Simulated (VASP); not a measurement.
# SrO (Fm-3m) in VASP: a series of runs, part 2 of 2

VASP 6.6.1. The steps go on from the part before.

## (5) Relaxation of the atoms, LDA (a relaxed cell with its volume scaled by 0.96)

File INCAR:

```
SYSTEM = SrO
  PREC = Accurate
  ENCUT = 600
  EDIFF = 1E-7
  ISMEAR = 0
  SIGMA = 0.03
  LREAL = .False.
  LASPH = .True.
  NELM = 80
  ALGO = Normal
  ISIF = 2
  LWAVE = .False.
  LCHARG = .False.
  IBRION = 2
  NSW = 40
  EDIFFG = -0.01
```

File KPOINTS:

```
Automatic mesh
0
Gamma
  10 10 10
  0 0 0
```

File POSCAR:

```
SrO                                     
1.0
    0.0000000000      2.5034433117      2.5034433117
    2.5034433117      0.0000000000      2.5034433117
    2.5034433117      2.5034433117      0.0000000000
  Sr              O             
     1     1
Direct
     0.5000000000000000    0.5000000000000000    0.5000000000000000
     0.0000000000000000    0.0000000000000000    0.0000000000000000
```

Potentials or basis: VASP PAW LDA potentials, release 64 (Sr_sv, O).

Started as:

```sh
cat potpaw_LDA.64/Sr_sv/POTCAR potpaw_LDA.64/O/POTCAR > POTCAR
mpirun -np 1 vasp_std > vasp.out
```

OUTCAR:

```text
SYSTEM = SrO
   PREC = Accurate
   ENCUT = 600
   EDIFF = 1E-7
   ISMEAR = 0
   LREAL = .False.
   LASPH = .True.
   NELM = 80
   ISIF = 2
   IBRION = 2
   NSW = 40
   EDIFFG = -0.01

 ion  position               nearest neighbor table
   1  0.500  0.500  0.500-   2 2.50   2 2.50   2 2.50   2 2.50   2 2.50   2 2.50
   2  0.000  0.000  0.000-   1 2.50   1 2.50   1 2.50   1 2.50   1 2.50   1 2.50

  LATTYP: Found a face centered cubic cell.
 ALAT       =     5.0068866234

  Lattice vectors:

[... 542 lines left out ...]
      9       5.5226      0.00000
     10       9.4461      0.00000
     11      11.7786      0.00000
     12      11.9344      0.00000

 [... further k-points ...]
[... 5 lines left out ...]
  --------------------------------------------------------------------------------------
  -------------------------------------------------------------------------------------
  Total        0.9260752      0.9260752      0.9260752     -0.0000000      0.0000000     -0.0000000
  in kB       47.2839296     47.2839296     47.2839296     -0.0000000      0.0000000     -0.0000000
  external PRESSURE =      47.2839296 kB  Pullay stress =       0.0000000 kB

 VOLUME and BASIS-vectors are now :
 -----------------------------------------------------------------------------
  energy-cutoff  :      600.00
  volume of cell :       31.38
      direct lattice vectors                 reciprocal lattice vectors
     0.000000000  2.503443312  2.503443312    -0.199724914  0.199724914  0.199724914
     2.503443312  0.000000000  2.503443312     0.199724914 -0.199724914  0.199724914
     2.503443312  2.503443312  0.000000000     0.199724914  0.199724914 -0.199724914

 POSITION                                       TOTAL-FORCE (eV/Angst)
 -----------------------------------------------------------------------------------
      2.50344      2.50344      2.50344         0.000000      0.000000      0.000000
      0.00000      0.00000      0.00000        -0.000000     -0.000000     -0.000000
 -----------------------------------------------------------------------------------
    total drift:                                0.000000      0.000000      0.000000

  FREE ENERGIE OF THE ION-ELECTRON SYSTEM (eV)
  ---------------------------------------------------
  free  energy   TOTEN  =       -13.3691537228 eV

  energy  without entropy=      -13.3691537228  energy(sigma->0) =      -13.36915372

 reached required accuracy - stopping structural energy minimisation
```

OSZICAR:

```text
N       E                     dE             d eps       ncg     rms          rms(c)
DAV:   1     0.738064747841E+02    0.73806E+02   -0.89113E+03  1128   0.141E+03
DAV:   2    -0.122830159803E+02   -0.86089E+02   -0.80030E+02  1580   0.272E+02
DAV:   3    -0.155005667932E+02   -0.32176E+01   -0.32022E+01  1616   0.479E+01
DAV:   4    -0.155838843571E+02   -0.83318E-01   -0.83307E-01  1484   0.495E+00
DAV:   5    -0.155843854997E+02   -0.50114E-03   -0.50114E-03  1456   0.413E-01    0.202E+01
DAV:   6    -0.135510246035E+02    0.20334E+01   -0.99537E+00  1272   0.251E+01    0.239E+01
DAV:   7    -0.134149548312E+02    0.13607E+00   -0.54559E-01  1368   0.699E+00    0.138E+01
DAV:   8    -0.133700958843E+02    0.44859E-01   -0.15685E-01  1288   0.412E+00    0.114E+00
DAV:   9    -0.133690758315E+02    0.10201E-02   -0.98054E-03  1696   0.852E-01    0.261E-01
DAV:  10    -0.133691609120E+02   -0.85081E-04   -0.66303E-04  1320   0.269E-01    0.683E-02
DAV:  11    -0.133691535000E+02    0.74121E-05   -0.11436E-04  1352   0.987E-02    0.181E-02
DAV:  12    -0.133691537055E+02   -0.20550E-06   -0.10162E-05  1348   0.331E-02    0.883E-03
DAV:  13    -0.133691537228E+02   -0.17312E-07   -0.66365E-07  1432   0.862E-03
   1 F= -.13369154E+02 E0= -.13369154E+02  d E =-.133692E+02
```

It took 8.8 s on 1 thread of Intel Xeon 6975P-C (Granite Rapids), shared host; peak memory 0.16 GiB.

Results:

* Free energy: -13.3692 eV
* Pressure after relaxing: 4.7 GPa
* Band gap on the k mesh: 3.02 eV, indirect (least direct gap 3.04 eV)

Final structure:
```cif
data_structure
_symmetry_space_group_name_H-M 'P 1'
_symmetry_Int_Tables_number 1
_cell_length_a 3.5404
_cell_length_b 3.5404
_cell_length_c 3.5404
_cell_angle_alpha 60.000
_cell_angle_beta 60.000
_cell_angle_gamma 60.000
_cell_volume 31.38
loop_
_atom_site_label
_atom_site_type_symbol
_atom_site_fract_x
_atom_site_fract_y
_atom_site_fract_z
_atom_site_occupancy
Sr1 Sr 0.50000 0.50000 0.50000 1
O1 O 0.00000 0.00000 0.00000 1
```

Caveat: the relaxation stopped at its first step, so nothing moved. A k mesh can miss the band edges.

## (6) Relaxation of the atoms, LDA (a relaxed cell with its volume scaled by 0.98)

INCAR is that of step 5.

KPOINTS is that of step 5.

File POSCAR:

```
SrO                                     
1.0
    0.0000000000      2.5207089836      2.5207089836
    2.5207089836      0.0000000000      2.5207089836
    2.5207089836      2.5207089836      0.0000000000
  Sr              O             
     1     1
Direct
     0.5000000000000000    0.5000000000000000    0.5000000000000000
     0.0000000000000000    0.0000000000000000    0.0000000000000000
```

Potentials or basis: VASP PAW LDA potentials, release 64 (Sr_sv, O).

Started as:

```sh
cat potpaw_LDA.64/Sr_sv/POTCAR potpaw_LDA.64/O/POTCAR > POTCAR
mpirun -np 1 vasp_std > vasp.out
```

It took 8.9 s on 1 thread of Intel Xeon 6975P-C (Granite Rapids), shared host; peak memory 0.15 GiB.

It converged, with:

| Item | Value |
| --- | --- |
| Free energy | -13.3841 eV |
| Pressure after relaxing | 2.3 GPa |
| Band gap on the k mesh | 3.05 eV, indirect (least direct gap 3.08 eV) |

Final structure:
```xyz
2
Lattice="0.0000 2.5207 2.5207 2.5207 0.0000 2.5207 2.5207 2.5207 0.0000" Properties=species:S:1:pos:R:3 pbc="T T T"
Sr    2.5207    2.5207    2.5207
O     0.0000    0.0000    0.0000
```

Levels at points of the mesh, in eV from the valence-band top:
```csv
k point,band 4,band 5,band 6,band 7,band 8,band 9,band 10,band 11,band 12
"(0.00, 0.00, 0.00)",-13.55,-13.55,0.00,0.00,0.00,4.24,6.23,6.23,6.23
"(0.50, 0.00, 0.00)",-13.64,-12.22,-2.36,-1.28,-1.28,6.70,8.75,9.15,9.15
"(0.50, 0.50, 0.00)",-14.01,-14.01,-0.31,-0.04,-0.04,3.05,8.22,10.58,10.71
```

Caveat: the relaxation stopped at its first step, so nothing moved. A k mesh can miss the band edges.

## (7) Summary

```csv
task,cell,gap on the mesh (eV),pressure (GPa)
relaxation of cell and atoms,relaxed,3.07,0.0
relaxation of the atoms,atoms relaxed from: a relaxed cell with its volume scaled by 0.94,3.00,7.5
relaxation of the atoms,atoms relaxed from: a relaxed cell with its volume scaled by 0.96,3.02,4.7
relaxation of the atoms,atoms relaxed from: a relaxed cell with its volume scaled by 0.98,3.05,2.3
```

Alike in all rows: level LDA; potentials or basis VASP PAW LDA potentials, release 64 (Sr_sv, O); no spin polarisation; k mesh 10 × 10 × 10; cutoff (eV) 600; smearing gaussian 0.03 eV.

Caveats: the relaxation stopped at its first step, so nothing moved.

Total energies depend on the potentials used, so only differences within one code and one set of settings carry meaning.
